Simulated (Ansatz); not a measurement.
ZrO₂ (started from an entry of an open crystallographic database) was put through Ansatz (plane waves). It starts from the PBE minimum.

Structure:
```
CELL_PARAMETERS angstrom
3.62107 0.00000 0.00000
0.00000 3.62107 0.00000
0.00000 0.00000 5.28257
ATOMIC_POSITIONS crystal
Zr 0.00000 0.00000 0.00000
Zr 0.50000 0.50000 0.50000
O 0.00000 0.50000 0.19278
O 0.00000 0.50000 0.69278
O 0.50000 0.00000 0.30722
O 0.50000 0.00000 0.80722
```

The output, standing remarks left out:
```
Crystal: 6 atoms, lattice volume = 69.266 Å³
Basis set: ecut = 420 eV, 1345 PW (Γ)
Bands: 30, of which v1, the nominal top of the filled ones, is band 24 counted from 1 (23 counted from 0)
Symmetry: 16 space group operations
Space group: P42/nmc (ITA 137)
k-points: 30 of 144
preconditioner: auto → Resta (q_TF=auto, 2.567 Å⁻¹)  ε∞=4.2  [insulator: Δε(μ)=3.779 eV  σ=0.020 eV  ℏωp=29.6 eV]
relax step 1: F+E_penalty+E_count = -10511.32577240 eV  max|allowed force component| = 2.168e-2 eV/Å  Δτ_max = 0.0000 Å  P = -6.825 GPa  Ω = 69.266 Å³
relax step 2: F+E_penalty+E_count = -10511.38781174 eV  max|allowed force component| = 1.440e-1 eV/Å  Δτ_max = 0.0183 Å  P = +2.345 GPa  Ω = 66.358 Å³
relax step 3: F+E_penalty+E_count = -10511.39049145 eV  max|allowed force component| = 6.490e-2 eV/Å  Δτ_max = 0.0042 Å  P = +0.314 GPa  Ω = 66.859 Å³
relax step 4: F+E_penalty+E_count = -10511.39204311 eV  max|allowed force component| = 4.860e-2 eV/Å  Δτ_max = 0.0047 Å  P = -0.248 GPa  Ω = 66.919 Å³
relax step 5: F+E_penalty+E_count = -10511.39527654 eV  max|allowed force component| = 7.596e-3 eV/Å  Δτ_max = 0.0183 Å  P = -0.031 GPa  Ω = 66.610 Å³
relax step 6: F+E_penalty+E_count = -10511.39520726 eV  max|allowed force component| = 2.808e-4 eV/Å  Δτ_max = 0.0022 Å  P = +0.001 GPa  Ω = 66.631 Å³
relax step 7: F+E_penalty+E_count = -10511.38430963 eV  max|allowed force component| = 1.429e-3 eV/Å  Δτ_max = 0.0000 Å  P = -0.286 GPa  Ω = 66.631 Å³  (SCF on a basis re-selected at this cell)
relax step 8: F+E_penalty+E_count = -10511.38498128 eV  max|allowed force component| = 1.945e-4 eV/Å  Δτ_max = 0.0026 Å  P = +0.001 GPa  Ω = 66.520 Å³
relax step 9: F+E_penalty+E_count = -10511.38466529 eV  max|allowed force component| = 1.167e-4 eV/Å  Δτ_max = 0.0000 Å  P = -0.008 GPa  Ω = 66.520 Å³  (SCF on a basis re-selected at this cell)
Free energy (F): -10511.384665 eV
Fermi energy:    13.283979 eV
--- Stress (GPa, compression-positive) ---
       -0.006585       0.000000       0.000000
        0.000000      -0.006585       0.000000
        0.000000       0.000000      -0.009667
  P = ⅓ Tr σ = -0.0076 GPa (-0.076 kbar)
--- Relaxed structure (7 steps of the walk, 7 accepted, 2 SCFs on fresh bases) ---
  F+E_penalty+E_count = -10511.38466529 eV   max|allowed force component| = 1.167e-4 eV/Å
  cell:  # Å, volume = 66.5198 Å³
    - [3.584494, 0.000000, 0.000000]
    - [0.000000, 3.584494, 0.000000]
    - [0.000000, 0.000000, 5.177202]
  atoms:
    - { symbol: Zr, position: [0.000000, 0.000000, 0.000000] }
    - { symbol: Zr, position: [0.500000, 0.500000, 0.500000] }
    - { symbol: O, position: [0.000000, 0.500000, 0.201481] }
    - { symbol: O, position: [0.000000, 0.500000, 0.701481] }
    - { symbol: O, position: [0.500000, 0.000000, 0.298519] }
    - { symbol: O, position: [0.500000, 0.000000, 0.798519] }
```

Question: Write the input file that gave this output.

Answer:
```yaml
crystal:
  # lattice and atoms as above
kpoints:
  mp_grid: { grid: [6, 6, 4] }
hamiltonian:
  xc: pbesol
scf:
  occupations: { method: fermi_dirac, width: 0.02 }
relax:
  f_tol: 0.005
  cell: {}
```
The relax steps with a changing cell volume need the relax block with cell. The lines shown narrow the functional down without fixing it; this is the one that was run. Not every key shows in the log; this is the file that was used.

Run as `ansatz run input.yaml --threads 4 --pin off --max-ram 7372MiB --backend cpu --events-out ev --progress --plain --runs-dir out`. It took 8 s on 4 threads of Arm Neoverse V1, on a shared host, load about 0.4 per core; peak host memory 0.4 GiB.

(Simulation; spin polarisation is off.)
